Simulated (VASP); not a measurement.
Si, 1 atom in the cell. It takes space group P6/mmm (No. 191, hexagonal). Conventional cell: a = 2.621 Å, b = 2.621 Å, c = 2.466 Å, α = 90.00°, β = 90.00°, γ = 120.00°. Si (site symmetry 6/mmm) is surrounded by 8 Si at 2.47 to 2.62 Å. This isn't the form of Si at room conditions, which is diamond.

- Program: VASP 6.6.1
- Task: relaxation of cell and atoms
- Functional: PW91
- Potentials or basis: VASP PAW PBE potentials, release 64 (Si)
- Cutoff: 600 eV
- k mesh: 12 × 12 × 11
- Occupations: fermi-dirac, width 0.05 eV
- Spin: no spin polarisation
- Further INCAR settings: ALGO = Normal; EDIFF = 1e-06; IBRION = 2; EDIFFG = -0.01; NSW = 40; ISIF = 3

Potentials or basis: VASP PAW PBE potentials, release 64 (Si).

Command:

```bash
$ cat potpaw_PBE.64/Si/POTCAR > POTCAR
$ mpirun -np 1 vasp_std > vasp.out
```

Hardware: 1 thread of Intel(R) Xeon(R) Platinum 8488C (Sapphire Rapids), on a shared host.

Q: Estimate the wall time of this run.

A: Run time: 20 s on 1 thread of Intel(R) Xeon(R) Platinum 8488C (Sapphire Rapids), on a shared host, peak memory 0.13 GiB. Counts: scf iterations 33, k points 114, ion steps 7.
